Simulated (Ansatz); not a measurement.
**Stability checks on a candidate for TiAl₃**

It was relaxed at this level from a Materials Project cell.

The calculation used Ansatz 0.2.0, DFT PBE, scalar-relativistic, plane waves, PAW. Settings of the last relaxation (4-atom cell): 420 eV, 12×12×12 k points, Gaussian smearing of 0.10 eV, no spin polarisation.

```xyz
4
Lattice="3.9800 0.0000 0.0000 0.0000 3.9800 0.0000 0.0000 0.0000 3.9800" Properties=species:S:1:pos:R:3 pbc="T T T"
Ti    0.0000    0.0000    0.0000
Al    1.9900    1.9900    0.0000
Al    1.9900    0.0000    1.9900
Al    0.0000    1.9900    1.9900
```

Energies over the elements count from the elements' standard structures at the same level, with no fitted energy shifts.

Task: These tests were run: energy against the elements; random kick, then relaxation without symmetry; phonons on a 2×2×2 q mesh. What do they show?

Result:

| test | result |
| --- | --- |
| energy against the elements | −0.37 eV/atom |
| random kick, then relaxation without symmetry | returns |
| phonons on a 2×2×2 q mesh | no imaginary mode on the mesh |

It fails none of these tests. Competing phases weren't compared here.

The kick test ran on a coarse mesh. The run for the phonons used a 12×12×12 k mesh and Fermi–Dirac smearing of 0.15 eV. Another cell of TiAl3 relaxed alike, in I4/mmm (a Materials Project cell), lies 29 meV/atom lower, so this cell isn't the stable form at this level.
